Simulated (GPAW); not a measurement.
## Co and the effect of the Hubbard U on Co d

It takes space group P6_3/mmc (No. 194, hexagonal). Conventional cell: a = 2.472 Å, b = 2.472 Å, c = 4.021 Å, α = 90.00°, β = 90.00°, γ = 120.00°. Around Co (site symmetry -6m2) lie 12 Co at 2.47 Å.

Kept alike: task band structure; functional PBEsol; k mesh 10 × 10 × 6; occupations fermi-dirac, width 0.05 eV; collinear spin, ferromagnetic start. Program: GPAW, PAW data sets generated for this functional, cutoff 600 eV. The mesh is that of the run's cell of 2 atoms. No spin-orbit coupling.

| Hubbard U on Co d, U (eV) | pressure (GPa) | largest site moment (μB) |
| --- | --- | --- |
| 0 | -4.54 | 1.70 |
| 1 | -3.62 | 1.79 |
| 2 | -2.22 | 1.88 |
| 3 | -0.49 | 1.96 |
| 4 | ? | 2.13 |
| 6 | 8.95 | 2.28 |
| 8 | 25.15 | 2.35 |

Pressure is positive in compression; the values hold the error of the finite cutoff, so their zero can differ a little from the energy's minimum. For a metal such a mesh leaves the last digits unconverged. The pressure doesn't move evenly along the series, which may be noise of the runs. How U acts hangs on the program's projectors. The runs hold the magnetic state that their start led to, which needn't be the lowest. Site moments count inside each atom's sphere or projector.

Q: Fit the rows shown and predict the run at 4 eV.

A: A least-squares cubic through the rows shown is pressure = 0.076109 U³ - 0.35218 U² + 1.6724 U - 4.703 (largest miss 0.313); at U = 4 it gives 1.22 GPa. The run gave: pressure 10.11 GPa.
